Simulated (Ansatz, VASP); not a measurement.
## KI: VASP beside Ansatz

```
K I
1.0
     4.91304    0.00000    0.00000
     0.00000    4.91304    0.00000
     0.00000    0.00000    5.55311
K I
1 1
Direct
  0.00000 0.00000 0.50000
  0.50000 0.50000 0.50000
```

Alike in both runs: functional PBE; k mesh 4 × 4 × 4; occupations gaussian, width 0.1 eV; no spin polarisation.

Ansatz relaxed the structure, and its values are those at the end. VASP's run is a single point on that final structure, the one shown.

```csv
,VASP,Ansatz
version,VASP 6.6.1,Ansatz 0.2.0
potentials or method,"VASP PAW PBE potentials, release 64 (K_sv, I)","scalar-relativistic, plane waves, PAW"
plane-wave cutoff (eV),520,420
valence electrons in the cell,16,26
```

```tsv
	VASP	Ansatz	Ansatz less VASP
gap on the k mesh at the Fermi level (eV)	3.33	3.33	+0.001
least direct gap on the mesh (eV)	3.52	3.52	+0.004
pressure (GPa)	0.0	0.0	-0.02
```

The two sets of potentials don't hold the same shells in valence.

Caveats: spin-orbit coupling is left out, which moves the levels of the heavy elements. A k mesh can miss the band edges.
